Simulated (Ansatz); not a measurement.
# Au (Fm-3m) in Ansatz: notebook

One crystal, Au, is run at these levels: r2SCAN; tasks: single point, equation of state.

Program: Ansatz 0.2.0. These are calculated values, not measurements. Logs are shortened: lines on timing, memory, paths and dates and some standing lists are left out, and cuts for length are marked.

**Experimental background.**

From “Exploring toroidal anvil profiles for larger sample volumes above 4 Mbar”, 2024, pmc:11102561, for a bulk crystal of Au: bulk modulus 167 GPa.

How close the calculation comes is told below.

## (1) The structure

It takes space group Fm-3m (No. 225, cubic). The conventional cell has a = 4.070 Å, b = 4.070 Å, c = 4.070 Å, α = 90.00°, β = 90.00°, γ = 90.00°. Around Au (site symmetry m-3m) lie 12 Au at 2.88 Å.

## (2) Single point, r2SCAN, 15.84 Å³/atom (volume scaled by 0.94)

The input, input.yaml:

```yaml
crystal:
  lattice:
    - [0.0, 1.9934577312, 1.9934577312]
    - [1.9934577312, 0.0, 1.9934577312]
    - [1.9934577312, 1.9934577312, 0.0]
  atoms:
    - { symbol: Au, position: [0.0, 0.0, 0.0] }
hamiltonian:
  xc: r2scan
  pseudopotentials: { kind: paw }
kpoints:
  mp_grid: { grid: [11, 11, 11] }
scf:
  occupations: { method: fermi_dirac, width: 0.05 }
output:
  forces: true
  stress: true
  eigenvalues: true
  write_density: true
  write_potential: true
  elf: true
  volumetric_format: npy
```

Potentials or basis: Ansatz PAW.

Run with:

```
$ ansatz run input.yaml --threads 2 --pin off --max-ram 5632MiB --backend cpu --events-out ev --progress --plain --runs-dir out
```

The log of the run:

```text
Warning: RAYON_NUM_THREADS=2 ignored (pool sized by the plan → 2); use --threads N
Engine: ansatz 0.2.0, x86_64-unknown-linux-gnu
Pseudopotentials: kind: paw
Pseudopotential: Au, paw, valence charge 19, recommended cutoff 500 eV (meta_gga), Au.paw.azcp
Functional definition: r2SCAN
  parameter k0 = 0.174
  parameter k1 = 0.065
  parameter a1 = 4.9479
  exchange = r2scan_x(k0 = k0, k1 = k1, a1 = a1)
  correlation = r2scan_c
Crystal: 1 atoms, lattice volume = 15.843 Å³
Basis set: ecut = 500 eV, 411 PW (Γ), exchange–correlation on 96×96×96 points (64 copies of the dense FFT grid, shifted against one another)
Bands: 14, of which v1, the nominal top of the filled ones, is band 10 counted from 1 (9 counted from 0)
Symmetry: 48 space group operations
Space group: Fm-3m (ITA 225), of the structure as read, at distance tolerance 2.5e-5 Å
k-points: 56 of 1331
Non-local potential: Au, projectors of the file, l = 0: 3, l = 1: 2, l = 2: 2, l = 3: 1
PAW form: soft (Blöchl's): semilocal exchange-correlation on the pseudo side does not see the compensation charge
PAW frozen core: Au, regenerated for the run's functional (the file was generated under x = pbe(κ = 0.804, μ = 0.2195149727645171), c = pbe(β = 0.06672455060314922))
PAW one-centre angular grid: Au, 590 points (default); XC on 160 Gauss nodes
Initial density: superposition of atomic densities (neutral atoms: chi_scale 0, normalization atom), corrected by the library's trained network
Initial wavefunctions: pseudopotential atomic-orbital guess
Functional: x = r2scan, c = r2scan; τ floored in thin density (d = 2e-4 eV/Å³)
SCF iter   1: F=—  HF=-13163.424242 eV  |F-HF|=—  |Δ(HF+E_count)|=         —  Δρ=1.45e-2  dr2=3.24e-2  dr2_τ=4.27e-3  ethr=1.77e-3  ⟨swp⟩=5.0  Hψ=4089  notcnv=0
preconditioner: auto → none  [insulator: Δε(μ)=0.245 eV  Ē_g=17.731 eV  σ=0.050 eV  W_gap=0.83  n_scr=8 (ndim 8)  ℏωp=30.9 eV  f_vac=0.000  D(μ)=0.14/eV (n_scr^D=0)  ε∞_Penn≈4.0]
SCF iter   2: F=—  HF=-13163.418799 eV  |F-HF|=—  |Δ(HF+E_count)|=   5.44e-3  Δρ=4.97e-3  dr2=1.62e-3  dr2_τ=1.71e-3  ethr=1.71e-4  ⟨swp⟩=2.4  Hψ=1710  notcnv=0  defer=15
SCF iter   3: F=—  HF=-13163.418934 eV  |F-HF|=—  |Δ(HF+E_count)|=   1.35e-4  Δρ=2.21e-3  dr2=2.96e-4  dr2_τ=3.72e-5  ethr=8.51e-6  ⟨swp⟩=2.8  Hψ=1308  notcnv=0  defer=15
SCF iter   4: F=—  HF=-13163.418998 eV  |F-HF|=—  |Δ(HF+E_count)|=   6.40e-5  Δρ=1.91e-4  dr2=2.59e-6  dr2_τ=5.69e-7  ethr=1.56e-6  ⟨swp⟩=2.2  Hψ=1302  notcnv=0  defer=15
SCF iter   5: F=—  HF=-13163.418998 eV  |F-HF|=—  |Δ(HF+E_count)|=   2.03e-7  Δρ=3.97e-5  dr2=1.28e-7  dr2_τ=1.91e-8  ethr=1.36e-8  ⟨swp⟩=2.0  Hψ=1088  notcnv=0  defer=15
SCF iter   6: F=-13163.418998 eV  HF=-13163.418998 eV  |F-HF|=9.19e-10  |Δ(HF+E_count)|=   1.24e-7  Δρ=2.19e-6  dr2=3.86e-10  dr2_τ=5.77e-11  ethr=5.26e-10  ⟨swp⟩=8.9  Hψ=4988  notcnv=0
SCF 1 converged in 6 iterations: F = -13163.418998 eV  dr2 = 3.86e-10
SCF converged after 6 iterations
Free energy (F): -13163.418998 eV
Harris-Foulkes:  -13163.418998 eV  (|F-HF|=9.19e-10)
Internal energy: -13163.417586 eV  (E = F + TS)
E sigma→0 (E₀):  -13163.418292 eV
Entropy (-TS):   -0.001412 eV (-1.412 meV/atom)
Fermi energy:    22.616041 eV
--- Per-component energies (eV) ---
  E_band       = -192.755190
  E_kinetic    = 607.708645
  E_local      = -1601.026024  (includes V_loc(G=0)·N_el)
  E_nonlocal   = 75.773638
  E_hartree    = 693.701514
  E_xc         = -219.161415
  E_vxc        = -308.298906  (∫ρ·V_xc dr)
  E_paw        = -9731.291108  (= ΣΔE_a)
  E_vpaw       = -375.296553  (= ΣTr[D̂ρ^β])
  E_aug_tail   = 0.000762  (compensation charges beyond the density's cutoff)
  E_vtau       = 20.980481  (kinetic-family band-sum trace: ∫τ·v_τ [+ j·A + Jᵃ·Aᵃ] dr)
  E_ewald      = -2988.947276
  E_core_change = -0.176324  (= ΣΔE_core)
  E_smearing   = -0.001412  (= −TS)
  E_closure    = 0.000000  (closes the sum)
  Σ components = -13163.418998   (vs F -13163.418998, Δ=0.00e0)
--- Forces (eV/Å), atoms counted from 1 ---
  atom   1  Au    -0.00000000     0.00000000    -0.00000000
  max |Σ_I F_I| component: 6.57e-32 eV/Å
--- Stress (GPa, compression-positive) ---
       21.081111      -0.000000      -0.000000
        0.000000      21.081111       0.000000
        0.000000       0.000000      21.081111
  P = ⅓ Tr σ = 21.0811 GPa (210.811 kbar)
--- Band table (eV; the first three rows and the last of 56) ---
  k-point 0: bands = ["-85.3429", "-36.0776", "-36.0776", "-36.0776", "11.6684", "17.1965", "17.1965", "17.1965", "18.9421", "18.9421", "37.5811", "42.1467", "42.1467", "42.1467"]
  k-point 1: bands = ["-85.3414", "-36.1029", "-36.0814", "-36.0814", "11.9870", "17.0918", "17.3065", "17.3065", "18.8943", "18.8943", "37.9719", "40.5381", "42.5587", "42.5587"]
  k-point 2: bands = ["-85.3373", "-36.1704", "-36.0914", "-36.0914", "12.8497", "16.9297", "17.5029", "17.5029", "18.8989", "18.8989", "37.3822", "38.9236", "43.6231", "43.6231"]
  k-point 55: bands = ["-85.3176", "-36.2971", "-36.2801", "-36.1929", "15.7368", "16.3400", "17.0029", "18.8151", "20.6371", "27.3820", "29.0776", "30.2109", "33.6612", "45.2200"]
```

It took 1.4 s on 2 threads of AMD EPYC 7R43 (Zen 3), shared host; peak memory 0.39 GiB.

What came out:

- Free energy: -13163.4190 eV
- Pressure: 21.1 GPa
- Band gap on the k mesh: none (metal or under the smearing width)

Caveat: the PAW data sets come from PBE, with cores solved anew for the run's functional, which leaves a small shift of forces and pressure.

## (3) Single point, r2SCAN, 16.18 Å³/atom (volume scaled by 0.96)

The input, input.yaml:

```yaml
crystal:
  lattice:
    - [0.0, 2.0074966285, 2.0074966285]
    - [2.0074966285, 0.0, 2.0074966285]
    - [2.0074966285, 2.0074966285, 0.0]
  atoms:
    - { symbol: Au, position: [0.0, 0.0, 0.0] }
hamiltonian:
  xc: r2scan
  pseudopotentials: { kind: paw }
kpoints:
  mp_grid: { grid: [11, 11, 11] }
scf:
  occupations: { method: fermi_dirac, width: 0.05 }
output:
  forces: true
  stress: true
  eigenvalues: true
```

Potentials or basis: Ansatz PAW.

Run with:

```
$ ansatz run input.yaml --threads 2 --pin off --max-ram 5632MiB --backend cpu --events-out ev --progress --plain --runs-dir out
```

It took 1.1 s on 2 threads of AMD EPYC 7R43 (Zen 3), shared host; peak memory 0.39 GiB.

Results (log left out):

| Property | Result |
| --- | --- |
| Free energy | -13163.4576 eV |
| Pressure | 15.7 GPa |
| Band gap on the k mesh | none (metal or under the smearing width) |

Caveat: the PAW data sets come from PBE, with cores solved anew for the run's functional, which leaves a small shift of forces and pressure.

## (4) Single point, r2SCAN, 16.52 Å³/atom (volume scaled by 0.98)

Edit input.yaml of step 3 so:

```diff
@@ -2,5 +2,5 @@
   lattice:
-    - [0.0, 2.0074966285, 2.0074966285]
-    - [2.0074966285, 0.0, 2.0074966285]
-    - [2.0074966285, 2.0074966285, 0.0]
+    - [0.0, 2.0213418704, 2.0213418704]
+    - [2.0213418704, 0.0, 2.0213418704]
+    - [2.0213418704, 2.0213418704, 0.0]
   atoms:
```

Run with:

```
$ ansatz run input.yaml --threads 2 --pin off --max-ram 5632MiB --backend cpu --events-out ev --progress --plain --runs-dir out
```

Run time: 1.1 s. Hardware: 2 threads of AMD EPYC 7R43 (Zen 3), shared host; peak memory 0.38 GiB.

The run converged. Its results:

```
Free energy            : -13163.4855 eV
Pressure               : 11.0 GPa
Band gap on the k mesh : none (metal or under the smearing width)
```

Caveat: the PAW data sets come from PBE, with cores solved anew for the run's functional, which leaves a small shift of forces and pressure.

## (5) Single point, r2SCAN, 16.85 Å³/atom

Edit input.yaml of step 4 so:

```diff
@@ -2,5 +2,5 @@
   lattice:
-    - [0.0, 2.0213418704, 2.0213418704]
-    - [2.0213418704, 0.0, 2.0213418704]
-    - [2.0213418704, 2.0213418704, 0.0]
+    - [0.0, 2.035, 2.035]
+    - [2.035, 0.0, 2.035]
+    - [2.035, 2.035, 0.0]
   atoms:
```

Run with:

```
$ ansatz run input.yaml --threads 2 --pin off --max-ram 5632MiB --backend cpu --events-out ev --progress --plain --runs-dir out
```

Wall time 1.1 s (2 threads of AMD EPYC 7R43 (Zen 3), shared host); peak memory 0.38 GiB.

The run converged. Its results:

```yaml
Free_energy: -13163.5042 eV
Pressure: 6.8 GPa
Band_gap_on_the_k_mesh: none (metal or under the smearing width)
```

Caveat: the PAW data sets come from PBE, with cores solved anew for the run's functional, which leaves a small shift of forces and pressure.

## (6) Single point, r2SCAN, 17.19 Å³/atom (volume scaled by 1.02)

Edit input.yaml of step 5 so:

```diff
@@ -2,5 +2,5 @@
   lattice:
-    - [0.0, 2.035, 2.035]
-    - [2.035, 0.0, 2.035]
-    - [2.035, 2.035, 0.0]
+    - [0.0, 2.048477214, 2.048477214]
+    - [2.048477214, 0.0, 2.048477214]
+    - [2.048477214, 2.048477214, 0.0]
   atoms:
```

Potentials or basis: Ansatz PAW.

Run with:

```
$ ansatz run input.yaml --threads 2 --pin off --max-ram 5632MiB --backend cpu --events-out ev --progress --plain --runs-dir out
```

Wall time 1.1 s (2 threads of AMD EPYC 7R43 (Zen 3), shared host); peak memory 0.39 GiB.

The run converged. Its results:

```yaml
Free_energy: -13163.5146 eV
Pressure: 3.2 GPa
Band_gap_on_the_k_mesh: none (metal or under the smearing width)
```

Caveat: the PAW data sets come from PBE, with cores solved anew for the run's functional, which leaves a small shift of forces and pressure.

## (7) Single point, r2SCAN, 17.53 Å³/atom (volume scaled by 1.04)

Edit input.yaml of step 6 so:

```diff
@@ -2,5 +2,5 @@
   lattice:
-    - [0.0, 2.048477214, 2.048477214]
-    - [2.048477214, 0.0, 2.048477214]
-    - [2.048477214, 2.048477214, 0.0]
+    - [0.0, 2.0617793868, 2.0617793868]
+    - [2.0617793868, 0.0, 2.0617793868]
+    - [2.0617793868, 2.0617793868, 0.0]
   atoms:
```

Run with:

```
$ ansatz run input.yaml --threads 2 --pin off --max-ram 5632MiB --backend cpu --events-out ev --progress --plain --runs-dir out
```

It took 1.1 s on 2 threads of AMD EPYC 7R43 (Zen 3), shared host; peak memory 0.39 GiB.

Results (log left out):

```yaml
Free_energy: -13163.5179 eV
Pressure: 0.0 GPa
Band_gap_on_the_k_mesh: none (metal or under the smearing width)
```

Caveat: the PAW data sets come from PBE, with cores solved anew for the run's functional, which leaves a small shift of forces and pressure.

## (8) Single point, r2SCAN, 17.87 Å³/atom (volume scaled by 1.06)

The input, input.yaml:

```yaml
crystal:
  lattice:
    - [0.0, 2.0749120936, 2.0749120936]
    - [2.0749120936, 0.0, 2.0749120936]
    - [2.0749120936, 2.0749120936, 0.0]
  atoms:
    - { symbol: Au, position: [0.0, 0.0, 0.0] }
hamiltonian:
  xc: r2scan
  pseudopotentials: { kind: paw }
kpoints:
  mp_grid: { grid: [11, 11, 11] }
scf:
  occupations: { method: fermi_dirac, width: 0.05 }
output:
  forces: true
  stress: true
  eigenvalues: true
  write_density: true
  write_potential: true
  elf: true
  volumetric_format: npy
```

Run with:

```
$ ansatz run input.yaml --threads 2 --pin off --max-ram 5632MiB --backend cpu --events-out ev --progress --plain --runs-dir out
```

Run time: 1.3 s. Hardware: 2 threads of AMD EPYC 7R43 (Zen 3), shared host; peak memory 0.37 GiB.

The run converged. Its results:

| Quantity | Value |
| --- | --- |
| Free energy | -13163.5148 eV |
| Pressure | -2.8 GPa |
| Band gap on the k mesh | none (metal or under the smearing width) |

Caveat: the PAW data sets come from PBE, with cores solved anew for the run's functional, which leaves a small shift of forces and pressure.

## (9) Equation of state, r2SCAN

Potentials or basis: Ansatz PAW.

This step only gathers the single runs of the series.

Results:

```yaml
Equilibrium_volume: 17.53 Å³/atom
Bulk_modulus: 156 GPa
Pressure_derivative_of_the_bulk_modulus: 5.8
```

Energy against volume, from the lowest point:
```csv
volume (Å³/atom),energy (meV/atom)
15.843,98.87
16.181,60.29
16.518,32.32
16.855,13.69
17.192,3.25
17.529,0.00
17.866,3.07
```

Caveat: the PAW data sets were made with another functional, which shifts forces and pressure a little.

## (10) Comparison with measurements

Step 9. Measured bulk modulus of Au: 167 GPa (quoted in “Exploring toroidal anvil profiles for larger sample volumes above 4 Mbar”, 2024, pmc:11102561). This calculation gives 156 GPa (-6.6 %). The fit is for a static lattice scaled at fixed shape and fixed fractional positions.
